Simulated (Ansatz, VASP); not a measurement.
**Two plane-wave programs on PbF2**

```
CELL_PARAMETERS angstrom
0.00000 2.88075 3.05895
2.88075 0.00000 3.05895
2.88075 2.88075 0.00000
ATOMIC_POSITIONS crystal
Pb 0.00000 0.00000 0.00000
F 0.25000 0.25000 0.25000
F 0.75000 0.75000 0.75000
```

Change from the starting cell: strain -0.030 along x and y, +0.030 along z, atoms carried along.

Alike in both runs: task single point; functional r2SCAN; k mesh 8 × 8 × 8; occupations gaussian, width 0.05 eV; no spin polarisation.

|  | VASP | Ansatz |
| --- | --- | --- |
| version | VASP 6.6.1 | Ansatz 0.2.0 |
| potentials or method | VASP PAW PBE potentials, release 64 (Pb_d, F) | scalar-relativistic, plane waves, PAW |
| plane-wave cutoff (eV) | 520 | 500 |
| valence electrons in the cell | 28 | 28 |

VASP gave:

* gap on the k mesh at the Fermi level (eV): 4.73
* least direct gap on the mesh (eV): 5.00
* pressure (GPa): 1.6
* largest component of the traceless stress (GPa): 2.15

Question: What did Ansatz give for the same quantities?

Answer: gap on the k mesh at the Fermi level (eV): 4.72; least direct gap on the mesh (eV): 5.00; pressure (GPa): 1.7; largest component of the traceless stress (GPa): 2.16.

The functional is the same, so the differences come from potentials, cutoffs and numerics.

Caveats: the PAW data sets were made with another functional, which shifts forces and pressure a little (VASP); spin-orbit coupling is left out, which as a rule narrows the gap of such compounds by several tenths of an eV. A k mesh can miss the band edges.
